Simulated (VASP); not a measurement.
# TiAl under changes of volume

One of the cells (16.534 Å³/atom); the others are scaled copies at fixed shape and fractional positions:

```xyz
2
Lattice="2.8717 0.0000 0.0000 -1.4359 2.4870 0.0000 0.0000 0.0000 4.6300" Properties=species:S:1:pos:R:3 pbc="T T T"
Ti   -1.4359    2.4870    0.0000
Al    0.0000    1.6580    2.3150
```

The cell comes from a database or a generator and needn't be the stable form of this composition.

| Property | Result |
| --- | --- |
| Program | VASP 6.6.1 |
| Functional | r2SCAN |
| Potentials or basis | VASP PAW PBE potentials, release 64 (Ti_sv, Al) |
| Cutoff | 520 eV |
| k mesh | 10 × 10 × 6 |
| Occupations | fermi-dirac, width 0.05 eV |
| Spin | no spin polarisation |

```csv
volume (Å³/atom),energy over the lowest point (meV/atom),pressure (GPa)
15.872,10.33,5.1
16.203,?,?
16.534,0.00,0.0
16.864,2.24,-2.2
17.195,8.82,-4.2
```

Question: What does the run at 16.203 Å³/atom give?

Answer: Energy over the lowest point 2.54 meV/atom; pressure 2.4 GPa.

Worked out: A Birch-Murnaghan fit of order 2 (a polynomial in V^(-2/3)) to the other rows has its minimum at 16.54 Å³/atom with B0 = V·E''(V) = 115 GPa at fixed shape and positions, which overstates the stiffness. It gives 2.52 meV/atom at 16.203 Å³/atom, against the run's 2.54, and -dE/dV = 2.5 GPa, against 2.4.

Energies are extrapolated to zero smearing.

Caveats: the PAW data sets were made with another functional, which shifts forces and pressure a little.
